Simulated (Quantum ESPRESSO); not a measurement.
# Rh in Quantum ESPRESSO: the effect of target pressure

Crystal: Rh.

```xyz
1
Lattice="0.0000 1.8979 1.8979 1.8979 0.0000 1.8979 1.8979 1.8979 0.0000" Properties=species:S:1:pos:R:3 pbc="T T T"
Rh    0.0000    0.0000    0.0000
```

Alike in all runs:

* Program: Quantum ESPRESSO 7.5
* Task: phonons
* Functional: LDA
* Potentials or basis: GBRV 1.5 LDA
* Cutoff: 612 eV
* Density cutoff: 4898 eV
* k mesh: 10 × 10 × 10
* Occupations: cold, width 0.2 eV
* Spin: no spin polarisation

Each run relaxes the cell or the atoms first.

One run gave: relaxed volume 13.07 Å³/atom; highest phonon frequency 275 cm⁻¹. Which target pressure did it use?
A. 10 GPa
B. 15 GPa
C. 2 GPa
D. 5 GPa
E. 0 GPa

D.

| target pressure | relaxed volume (Å³/atom) | highest phonon frequency (cm⁻¹) |
| --- | --- | --- |
| 0 GPa | 13.27 | 264 |
| 2 GPa | 13.19 | 268 |
| 5 GPa | 13.07 | 275 |
| 10 GPa | 12.89 | 285 |
| 15 GPa | 12.72 | 294 |

Caveats: the mesh is thin for the phonons of a metal; the cell is more than 3 GPa from zero pressure, which shifts response properties (some runs).
